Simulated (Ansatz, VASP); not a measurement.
HfB2 (nc) in VASP and in Ansatz

Contents of INCAR:

```
SYSTEM = HfB2
PREC = Accurate
ENCUT = 600
EDIFF = 1E-6
ISMEAR = 0
SIGMA = 0.1
LREAL = .FALSE.
LASPH = .TRUE.
NELM = 100
ALGO = Normal
ISIF = 4
LWAVE = .FALSE.
LCHARG = .FALSE.
GGA = PE
IBRION = 2
NSW = 50
EDIFFG = -0.01
```

Contents of KPOINTS:

```
regular mesh
0
G
  15 15 12
  0 0 0
```

The input POSCAR:

```
HfB2
1.0
    3.0837867391      0.0000000000      0.0000000000
   -1.5418933696      2.6706376559      0.0000000000
    0.0000000000      0.0000000000      3.4112645794
Hf B
1 2
Direct
    0.0000000000      0.0000000000      0.0000000000
    0.3333333333      0.6666666667      0.5000000000
    0.6666666667      0.3333333333      0.5000000000
```

Input for Ansatz:

```yaml
crystal:
  lattice:
    - [3.0837867391, 0.0, 0.0]
    - [-1.5418933696, 2.6706376559, 0.0]
    - [0.0, 0.0, 3.4112645794]
  atoms:
    - { symbol: Hf, position: [0.0, 0.0, 0.0] }
    - { symbol: B, position: [0.3333333333, 0.6666666667, 0.5] }
    - { symbol: B, position: [0.6666666667, 0.3333333333, 0.5] }
basis: {}
kpoints:
  mp_grid: { grid: [15, 15, 12] }
hamiltonian:
  xc: pbe
  pseudopotentials: { kind: nc }
scf:
  occupations: { method: gaussian, width: 0.1 }
output:
  forces: true
  stress: true
  eigenvalues: true
relax:
  adjacent_minimum: "off"
  f_tol: 0.01
  max_steps: 30
  cell: { stress_tol: 0.1, fix: [volume] }
```

Alike in both runs: task relaxation of shape and atoms at fixed volume; functional PBE; k mesh 15 × 15 × 12; occupations gaussian, width 0.1 eV; no spin polarisation.

```csv
,VASP,Ansatz
version,VASP 6.6.1,Ansatz 0.2.0
potentials or method,"VASP PAW PBE potentials, release 64 (Hf_pv, B)","scalar-relativistic, plane waves, norm-conserving pseudopotentials"
plane-wave cutoff (eV),600,1143
valence electrons in the cell,16,32
```

|  | VASP | Ansatz | Ansatz less VASP |
| --- | --- | --- | --- |
| gap on the k mesh at the Fermi level, each at its own relaxed structure (eV) | none | none | - |
| relaxed volume (Å³/atom) | 9.36 | 9.36 | 0.000 |
| relaxed cell length with the largest relative difference (Å) | 3.408 | 3.406 | -0.0021 |

A gap of «none» marks a metal or a gap that the smearing closes. The two sets of potentials don't hold the same shells in valence.

Spin-orbit coupling is left out, which matters for the levels of Hf.
